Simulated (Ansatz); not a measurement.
# HC28: the cost of one run

Program: Ansatz 0.2.0. Level of theory: DFT PBE, scalar-relativistic, plane waves, PAW. These are calculated values, not measurements.

5 further runs of the same task are left out: 2 that didn't finish, 3 set aside as unsound or not needed.

### 1 The system as given

It takes space group P6_3/mmc (No. 194, hexagonal). The conventional cell has a = 2.467 Å, b = 2.467 Å, c = 8.465 Å, α = 90.00°, β = 90.00°, γ = 120.00°. Around C (site symmetry -6m2) lie 3 C at 1.42 Å.

Coordinates:

```xyz
4
Lattice="2.4665 0.0000 0.0000 -1.2333 2.1361 0.0000 0.0000 0.0000 8.4654" Properties=species:S:1:pos:R:3 pbc="T T T"
C     0.0000    0.0000    2.1164
C     0.0000    0.0000    6.3491
C     0.0000    1.4241    2.1164
C     1.2333    0.7120    6.3491
```

It goes back to an entry of the Materials Project.

It is the result of an earlier relaxation at this level (volume 11.15 Å³/atom; gap on the mesh: none (metal)).

### 2 The defect cell, relaxed

The supercell's rows are -1 -3 0; 3 2 0; 0 0 1 in vectors of the relaxed cell. Atom 29 is the H that will move.

File input.yaml:

```yaml
crystal:
  lattice:
    - [1.2332663983, -6.4082401833, 0.0]
    - [4.9330655932, 4.2721601222, 0.0]
    - [0.0, 0.0, 8.4654490661]
  atoms:
    - { symbol: C, position: [0.8571428571, 0.2857142857, 0.25] }
    - { symbol: C, position: [0.4285714286, 0.1428571429, 0.25] }
    - { symbol: C, position: [0.0, 0.0, 0.25] }
    - { symbol: C, position: [0.7142857143, 0.5714285714, 0.25] }
    - { symbol: C, position: [0.2857142857, 0.4285714286, 0.25] }
    - { symbol: C, position: [0.5714285714, 0.8571428571, 0.25] }
    - { symbol: C, position: [0.1428571429, 0.7142857143, 0.25] }
    - { symbol: C, position: [0.8571428571, 0.2857142857, 0.75] }
    - { symbol: C, position: [0.4285714286, 0.1428571429, 0.75] }
    - { symbol: C, position: [0.0, 0.0, 0.75] }
    - { symbol: C, position: [0.7142857143, 0.5714285714, 0.75] }
    - { symbol: C, position: [0.2857142857, 0.4285714286, 0.75] }
    - { symbol: C, position: [0.5714285714, 0.8571428571, 0.75] }
    - { symbol: C, position: [0.1428571429, 0.7142857143, 0.75] }
    - { symbol: C, position: [0.6666666667, 0.3333333333, 0.25] }
    - { symbol: C, position: [0.2380952381, 0.1904761905, 0.25] }
    - { symbol: C, position: [0.8095238095, 0.0476190476, 0.25] }
    - { symbol: C, position: [0.5238095238, 0.619047619, 0.25] }
    - { symbol: C, position: [0.0952380952, 0.4761904762, 0.25] }
    - { symbol: C, position: [0.380952381, 0.9047619048, 0.25] }
    - { symbol: C, position: [0.9523809524, 0.7619047619, 0.25] }
    - { symbol: C, position: [0.9047619048, 0.5238095238, 0.75] }
    - { symbol: C, position: [0.4761904762, 0.380952381, 0.75] }
    - { symbol: C, position: [0.0476190476, 0.2380952381, 0.75] }
    - { symbol: C, position: [0.7619047619, 0.8095238095, 0.75] }
    - { symbol: C, position: [0.3333333333, 0.6666666667, 0.75] }
    - { symbol: C, position: [0.619047619, 0.0952380952, 0.75] }
    - { symbol: C, position: [0.1904761905, 0.9523809524, 0.75] }
    - { symbol: H, position: [0.8470352405, 0.9534711547, -0.0099366367] }
basis:
  ecutwfc: 420
  xc_grid: 2
kpoints:
  mp_grid: { grid: [4, 4, 3], shift: [0.0, 0.0, 0.0] }
hamiltonian:
  xc: pbe
scf:
  occupations: { method: gaussian, width: 0.1 }
output:
  forces: true
  stress: false
  eigenvalues: true
  write_density: true
  write_potential: true
  elf: true
  volumetric_format: npy
relax:
  adjacent_minimum: "off"
  f_tol: 0.02
  max_steps: 60
```

The run is started by

```bash
$ ansatz run input.yaml --threads 4 --pin off --max-ram 10240MiB --backend cpu --events-out ev --progress --plain --runs-dir out
```

**Question.** How long does this run take on 4 threads of AMD EPYC (Zen 3), shared host, and how much memory does it need?

About 14 min, with a peak of 1.2 GiB.
